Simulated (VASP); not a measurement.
Input of a VASP 6.6.1 run:

INCAR

```
PREC = Accurate ; ENCUT = 520
EDIFF = 1E-7 ; ISMEAR = 0
SIGMA = 0.02 ; LREAL = F
LASPH = T ; NELM = 100
ALGO = Normal ; ISIF = 2
LWAVE = F ; LCHARG = T
LDIPOL = T ; IDIPOL = 3
DIPOL = 0.5 0.5 0.500 ; GGA = PE
IVDW = 12 ; LELF = T
LVHAR = T ; LVACPOTAV = T
NBANDS = 15
```

Contents of KPOINTS:

```
Automatic mesh
0
Gamma
  6 6 1
```

The input POSCAR:

```
MgI2
1.0
    4.1311065861      0.0000000000      0.0000000000
   -2.0655532931      3.5776432493      0.0000000000
    0.0000000000      0.0000000000     32.7072668214
I Mg
2 1
Direct
    0.3333333333      0.6666666667      0.4485855159
    0.6666666667      0.3333333333      0.5514144841
    0.0000000000      0.0000000000      0.5000000000
```

Potentials or basis: VASP PAW PBE potentials, release 64 (I, Mg).

Command:

```sh
$ cat potpaw_PBE.64/I/POTCAR potpaw_PBE.64/Mg/POTCAR > POTCAR
$ mpirun -np 1 vasp_std > vasp.out
```

Question: What does it give for the band gap on the k mesh?

Answer: 3.62 eV, indirect (least direct gap 4.08 eV).

Question: Estimate the dispersion energy per atom.

Answer: -0.235 eV.

Forces in eV/Å, atoms in the order of the input:
```
I    0.000  0.000  0.008
I    0.000  0.000 -0.008
Mg   0.000  0.000  0.000
```

Caveat: spin-orbit coupling is left out, which moves the levels of the heavy elements. Expect the measured gap to be larger: semilocal functionals such as PBE lack the derivative discontinuity.
